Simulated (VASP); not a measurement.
**Al2Pt (Fm-3m) under biaxial strain in the (001) plane**

How do stress and energy of Al2Pt follow biaxial strain in the (001) plane?

Program: VASP 6.6.1. Level of theory: PBEsol; plane waves and PAW (Pt, Al); cell typed or built by script, in the first sound run; inputs show where later runs differ. Results are calculated unless marked as measured.

### 1. The structure

Symmetry: Fm-3m, No. 225, cubic system. Conventional cell: a = 5.920 Å, b = 5.920 Å, c = 5.920 Å, α = 90.00°, β = 90.00°, γ = 90.00°. Pt has 8 Al at 2.56 Å nearest. Al has 4 Pt at 2.56 Å nearest. Farther neighbours are not listed.

### 2. Relax the crystal, PBEsol

The series starts from the cell that this level prefers, so that zero strain is near zero stress.

This step took 2 runs in a row; the last is shown.

Level: PBEsol; plane waves and PAW (Pt, Al); cell typed or built by script.

File INCAR:

```
SYSTEM = Al2Pt
PREC = Accurate
ENCUT = 450
EDIFF = 1E-07
NELM = 120
ISMEAR = 1
SIGMA = 0.15
LREAL = .FALSE.
ALGO = Normal
GGA = PS
NBANDS = 14
LASPH = .TRUE.
LORBIT = 11
LWAVE = .FALSE.
LCHARG = .FALSE.
KPAR = 8
IBRION = 2
NSW = 40
ISIF = 3
EDIFFG = -0.005
POTIM = 0.4
```

File POSCAR:

```
Al2Pt
1.0
    0.0000000000      2.9479416082      2.9479416082
    2.9479416082      0.0000000000      2.9479416082
    2.9479416082      2.9479416082      0.0000000000
Pt Al
1 2
Direct
    0.0000000000      0.0000000000      0.0000000000
    0.2500000000      0.2500000000      0.2500000000
    0.7500000000      0.7500000000      0.7500000000
```

File KPOINTS:

```
Automatic mesh
0
Gamma
15 15 15
0 0 0
```

The projector-augmented-wave data sets are Pt and Al (PBE family, release 64).

On the command line:

```sh
$ mpirun -np 8 vasp_std
```

What it wrote:

```text
[banner, memory and clock lines left out]
running    8 mpi-ranks, on    1 nodes
[...]
|                                                                             |
|           W    W    AA    RRRRR   N    N  II  N    N   GGGG   !!!           |
|           W    W   A  A   R    R  NN   N  II  NN   N  G    G  !!!           |
|           W    W  A    A  R    R  N N  N  II  N N  N  G       !!!           |
|           W WW W  AAAAAA  RRRRR   N  N N  II  N  N N  G  GGG   !            |
|           WW  WW  A    A  R   R   N   NN  II  N   NN  G    G                |
|           W    W  A    A  R    R  N    N  II  N    N   GGGG   !!!           |
|                                                                             |
|     For optimal performance we recommend to set                             |
|       NCORE = 2 up to number-of-cores-per-socket                            |
|     NCORE specifies how many cores store one orbital (NPAR=cpu/NCORE).      |
|     This setting can greatly improve the performance of VASP for DFT.       |
[...]
|     You enforced a specific xc type in the INCAR file but a different       |
|     [... a line on the potential file left out ...]
|     I HOPE YOU KNOW WHAT YOU ARE DOING!                                     |
|                                                                             |

 LDA part: xc-table for (Slater+PW92), standard interpolation
 POSCAR, INCAR and KPOINTS ok, starting setup
[...]
entering main loop
       N       E                     dE             d eps       ncg     rms          rms(c)
DAV:   1     0.415247915887E+02    0.41525E+02   -0.61029E+03  3472   0.857E+02
DAV:   2    -0.170053512823E+02   -0.58530E+02   -0.51996E+02  4026   0.162E+02
DAV:   3    -0.184052041018E+02   -0.13999E+01   -0.13900E+01  4358   0.242E+01
DAV:   4    -0.184164292164E+02   -0.11225E-01   -0.11224E-01  3920   0.257E+00
[...]
DAV:  11    -0.177641382002E+02    0.45313E-05   -0.15470E-05  4134   0.384E-02    0.808E-03
DAV:  12    -0.177641382486E+02   -0.48384E-07   -0.14470E-06  3846   0.816E-03    0.190E-03
DAV:  13    -0.177641381655E+02    0.83089E-07   -0.35214E-07  3960   0.551E-03
   1 F= -.17764138E+02 E0= -.17763622E+02  d E =-.177641E+02
[...]
reached required accuracy - stopping structural energy minimisation
```

Wall time 8.4 s (8 MPI ranks of Intel Xeon 6975P-C (Granite Rapids), shared host); peak memory 1.7 GiB.

Lines that name or quote the potential files are left out of all logs, and their timing lines are given in words.

From OUTCAR (step 2):

```text
  Total        0.0019696      0.0019696      0.0019696     -0.0000000      0.0000000     -0.0000000
  in kB        0.0615876      0.0615876      0.0615876     -0.0000000      0.0000000     -0.0000000
  external PRESSURE =       0.0615876 kB  Pullay stress =       0.0000000 kB

 POSITION                                       TOTAL-FORCE (eV/Angst)
 -----------------------------------------------------------------------------------
      0.00000      0.00000      0.00000         0.000000     -0.000000     -0.000000
      1.47397      1.47397      1.47397        -0.000000     -0.000000     -0.000000
      4.42191      4.42191      4.42191         0.000000      0.000000      0.000000
 -----------------------------------------------------------------------------------
    total drift:                                0.000000     -0.000000     -0.000000

  FREE ENERGIE OF THE ION-ELECTRON SYSTEM (eV)
  ---------------------------------------------------
  free  energy   TOTEN  =       -17.7641381655 eV

  energy  without entropy=      -17.7625894499  energy(sigma->0) =      -17.76362193

 reached required accuracy - stopping structural energy minimisation

[... 3 further parts left out ...]
[key lines of the parts left out:]
E-fermi :   7.8828
```

Numbers from this step:

```
energy(sigma→0) of the program : -17.7636 eV
stress, compression positive   : xx, yy, zz 0.01, 0.01, 0.01 GPa
volume                         : 51.237 Å³
ionic steps                    : 1
```

### 3. Strain along the normal, PBEsol

One member in full: the plane is strained by 0.5 %, and the strain along the normal is moved by secant steps until the normal stress is under 0.012 GPa or five steps are spent; the atoms relax at each step.

This step took 3 runs, each at a new trial strain with the atoms of the one before; the last is shown.

Level: PBEsol; plane waves and PAW (Pt, Al); cell typed or built by script.

Edit INCAR of step 2 so:

```diff
@@ -15,7 +15,7 @@
 LCHARG = .FALSE.
-KPAR = 8
-IBRION = 2
-NSW = 40
-ISIF = 3
-EDIFFG = -0.005
-POTIM = 0.4
+KPAR = 2
+IBRION = 1
+NSW = 25
+ISIF = 2
+EDIFFG = -0.004
+POTIM = 0.3
```

File POSCAR:

```
Al2Pt
1.0
    0.0000000000      2.9626813160      2.9299382570
    2.9626813160      0.0000000000      2.9299382570
    2.9626813160      2.9626813160      0.0000000000
Pt Al
1 2
Direct
    0.0000000000      0.0000000000      0.0000000000
    0.2500000000      0.2500000000      0.2500000000
    0.7500000000      0.7500000000      0.7500000000
```

KPOINTS is that of step 2.

On the command line:

```sh
$ mpirun -np 2 vasp_std
```

What it wrote:

```text
[banner, memory and clock lines left out]
running    2 mpi-ranks, on    1 nodes
[...]
[... a notice as in an earlier step ...]

 LDA part: xc-table for (Slater+PW92), standard interpolation
 POSCAR, INCAR and KPOINTS ok, starting setup
[...]
entering main loop
       N       E                     dE             d eps       ncg     rms          rms(c)
DAV:   1     0.410501849871E+02    0.41050E+02   -0.61130E+03  8352   0.860E+02
DAV:   2    -0.169867757063E+02   -0.58037E+02   -0.51518E+02  9616   0.162E+02
DAV:   3    -0.184014583272E+02   -0.14147E+01   -0.14029E+01 10506   0.242E+01
DAV:   4    -0.184129136117E+02   -0.11455E-01   -0.11454E-01  9312   0.257E+00
[...]
DAV:  11    -0.177629015698E+02    0.45740E-05   -0.15717E-05  9914   0.387E-02    0.814E-03
DAV:  12    -0.177629016170E+02   -0.47237E-07   -0.14708E-06  9156   0.821E-03    0.189E-03
DAV:  13    -0.177629015340E+02    0.83070E-07   -0.34780E-07  9468   0.547E-03
   1 F= -.17762902E+02 E0= -.17762416E+02  d E =-.177629E+02
 BRION: g(F)=  0.274E-46 g(S)=  0.000E+00
 reached required accuracy - stopping structural energy minimisation
```

Run time: 51 s. Hardware: 2 MPI ranks; peak memory 0.58 GiB; 81 s of CPU time.

Parts of OUTCAR (step 3):

```text
  Total       -0.2537470     -0.2537470      0.0002352      0.0000000      0.0000000     -0.0000000
  in kB       -7.9041132     -7.9041132      0.0073274      0.0000000      0.0000000     -0.0000000
  external PRESSURE =      -5.2669664 kB  Pullay stress =       0.0000000 kB

 POSITION                                       TOTAL-FORCE (eV/Angst)
 -----------------------------------------------------------------------------------
      0.00000      0.00000      0.00000         0.000000     -0.000000     -0.000000
      1.48134      1.48134      1.46497         0.000000      0.000000      0.000000
      4.44402      4.44402      4.39491        -0.000000     -0.000000     -0.000000
 -----------------------------------------------------------------------------------
    total drift:                                0.000000     -0.000000     -0.000000

  FREE ENERGIE OF THE ION-ELECTRON SYSTEM (eV)
  ---------------------------------------------------
  free  energy   TOTEN  =       -17.7629015340 eV

  energy  without entropy=      -17.7614447342  energy(sigma->0) =      -17.76241593

[... 1 part as in an earlier step ...]

[... 3 further parts left out ...]
[key lines of the parts left out:]
E-fermi :   7.8373
```

Numbers from this step:

```
energy(sigma→0) of the program : -17.7624 eV
stress, compression positive   : xx, yy, zz -0.79, -0.79, 0.00 GPa
ionic steps                    : 1
```

### 4. All members

The other members went through these steps as far as the tables show, with the same cutoff and, step by step, the same mesh; 26 runs are not shown. The session took 0.74 core hours (wall time by ranks) on a shared machine.

```
in-plane strain (%)  strain along the normal (%)  in-plane stress, tension positive (GPa)  energy above the unstrained row, extrapolated to no smearing (meV/atom)
             -2.000                        2.637                                   -3.102                                                                    6.673
             -1.500                        1.939                                   -2.362                                                                    3.734
             -1.000                        1.282                                   -1.574                                                                    1.648
             -0.500                        0.636                                   -0.786                                                                    0.413
                  0                        0.000                                   -0.006                                                                    0.000
              0.500                       -0.611                                    0.790                                                                    0.402
              1.000                       -1.200                                        ?                                                                        ?
              1.500                       -1.763                                    2.435                                                                    3.743
              2.000                       -2.302                                    3.284                                                                    6.745
```

### 5. Stress from the known rows

Fitting a parabola to the 8 known rows (e: strain in %) gives stress = 0.02311 e² + 1.596 e − 0.005954 in GPa; the residuals are 0.0079 GPa r.m.s.

For the withheld row, e = 1, the fit gives 1.613 GPa.

### 6. The withheld row

The calculation gives 1.602 GPa, so the prediction is 0.011 GPa too high, within twice the residual of the fit.

Slopes at zero strain, from cubics through all rows: strain ratio -1.241, stress over strain 159 GPa.

### 7. Summary of results

- error of the predicted stress: 0.011 GPa
- ratio of normal to in-plane strain: -1.241
- biaxial modulus: 159 GPa

In words: As a check, the curvature of the energy gives 154 GPa for the same modulus (energy per volume = M × strain²), 3 % from the slope of the stress; these energies are extrapolated to no smearing, while the stress belongs to the free energy, so part of the difference may come from that. These are static values: temperature and zero-point motion are left out. In a metal the slopes also depend on mesh and smearing, which were held through the series.

[Lines on the potential files, build, host, timing and source positions are cut from VASP's logs without a mark.]

[Logs are printed without paths, hosts, clocks, repeated set-up lines and the standing remarks that a program may print on its own settings, such as how far it seeks lower states.]

[Hosts, paths, dates, database ids (printed as entryN), source tags and the programs' standing remarks are cut or masked in the printed files.]

[In band tables of VASP the shares of atoms and orbitals are scaled to a sum of 1 inside the atoms' spheres.]
